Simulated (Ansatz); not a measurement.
CsCl: single point with Ansatz

System: CsCl (CsCl type), 2 atoms in the cell.

Ansatz input (lattice in Å, positions in fractions of it)
```yaml
crystal:
  lattice:
    - [4.2, 0, 0]
    - [0, 4.2, 0]
    - [0, 0, 4.2]
  atoms:
    - { symbol: Cs, position: [0, 0, 0] }
    - { symbol: Cl, position: [0.5, 0.5, 0.5] }
kpoints:
  mp_grid: { grid: [6, 6, 6] }
hamiltonian:
  xc: pbe
  pseudopotentials: { kind: paw, source: ansatz }
scf:
  occupations: { method: fermi_dirac, width: 0.02 }
  convergence: { dr2_threshold: "1e-10 eV" }
  max_iter: 300
output:
  forces: true
  stress: true
  eigenvalues: true
```

The calculation used Ansatz 0.2.0 development build, PBE, plane waves, PAW datasets (earlier set, tuned by hand).

Output, in brief

```json
{
 "Plane-wave cutoff used": "660 eV",
 "Pressure": "0.6 kbar",
 "Valence electrons": "16",
 "Irreducible k-points": "20",
 "CPU time": "of the order of 4 core-seconds on a shared host"
}
```

Stress tensor in GPa, compression positive:
```
0.06 0.00 0.00
0.00 0.06 0.00
0.00 0.00 0.06
```

The stress includes the program's correction for the finite plane-wave basis.
